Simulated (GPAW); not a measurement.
Runs of GPAW 26.7.0 on GaN. It takes space group P6_3mc (No. 186, hexagonal). Conventional cell: a = 3.180 Å, b = 3.180 Å, c = 5.166 Å, α = 90.00°, β = 90.00°, γ = 120.00°. Ga (site symmetry 3m) is surrounded by 4 N at 1.94 to 1.95 Å. Around N (site symmetry 3m) lie 4 Ga at 1.94 to 1.95 Å. 

| task | level | potentials or basis | spin | cell | eigensolver | optimizer | fmax | max steps | band path | gap on the mesh (eV) | pressure (GPa) | relaxed volume (Å³/atom) | largest force (eV/Å) |
| --- | --- | --- | --- | --- | --- | --- | --- | --- | --- | --- | --- | --- | --- |
| relaxation of cell and atoms | revTPSS | GPAW PAW data sets (gpaw-data 1.2.1), pw | off | relaxed | davidson | FIRE | 0.05 eV/Å | 100 | - | 1.50 | -0.5 | - | 0.02 |
| band structure | mBEEF | GPAW PAW data sets (gpaw-data 1.2.1), pw | SOC, no magnetisation | as given | - | - | - | - | GMKGALHA,LM,KH | 2.51 | 8.0 | - | 0.22 |
| relaxation of cell and atoms | RPBE | the program's PAW data sets (release 1.2.1) made for this functional, pw | off | relaxed | - | LBFGS | 0.01 eV/Å | 40 | - | 1.50 | 0.0 | 12.39 | - |
| relaxation of cell and atoms | BLYP+D4 | PAW data sets generated in the run's folder for this functional, pw | off | relaxed | davidson | BFGS | 0.02 eV/Å | 100 | - | (b) | -0.1 | (c) | 0.01 |
| relaxation of cell and atoms | revPBE+D4 | the program's PAW data sets (release 1.2.1) made for this functional, pw | off | relaxed | - | BFGS | 0.01 eV/Å | 60 | - | 1.90 | 0.0 | (a) | - |

Alike in all rows: k mesh 7 × 7 × 4; cutoff (eV) 800; smearing fermi-dirac 0.05 eV.

Q: Estimate the missing entries.

A: (a) 11.67; (b) 1.94; (c) 11.75.

Caveats: the data sets keep Ga 3d, Li 1s and Be 1s frozen, and some such compounds lay over 1.5 % in volume off other programs; later steps reuse the first step's grids (some runs); the PAW data sets were made with another functional, which shifts forces and pressure a little (some runs); spin-orbit coupling was added after a scalar SCF, so levels and gaps hold it while energy, forces, pressure and moments don't (some runs); this program's spin-orbit splittings come out too wide for heavy elements (some runs).

A k mesh can miss the band edges, and rows without SOC leave out spin-orbit coupling on Ga.

Runs at the PBE level aren't shown here.
